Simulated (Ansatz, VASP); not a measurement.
# PbO2: VASP beside Ansatz

```
Pb O
1.0
     0.00000    2.71989    2.71989
     2.71989    0.00000    2.71989
     2.71989    2.71989    0.00000
Pb O
1 2
Direct
  0.00000 0.00000 0.00000
  0.75000 0.75000 0.75000
  0.25000 0.25000 0.25000
```

The cell comes from a database or a generator and needn't be the stable form of this composition.

Alike in both runs: task single point; functional LDA; k mesh 9 × 9 × 9; occupations fermi-dirac, width 0.05 eV; no spin polarisation.

|  | VASP | Ansatz |
| --- | --- | --- |
| version | VASP 6.6.1 | Ansatz 0.2.0 |
| potentials or method | VASP PAW LDA potentials, release 64 (Pb_d, O) | Ansatz PAW |
| plane-wave cutoff (eV) | 520 | 420 |
| valence electrons in the cell | 26 | 26 |

```csv
,VASP,Ansatz,Ansatz less VASP
gap on the k mesh at the Fermi level (eV),none,none,-
pressure (GPa),-12.1,-12.3,-0.20
```

A gap of «none» marks a metal or a gap that the smearing closes.

Caveats: the pressure holds a Pulay correction of +0.8 GPa for the finite cutoff (Ansatz); the PAW data sets come from PBE, with cores solved anew for the run's functional, which leaves a small shift of forces and pressure (Ansatz). The runs have no spin-orbit coupling, so splittings on Pb are missing.
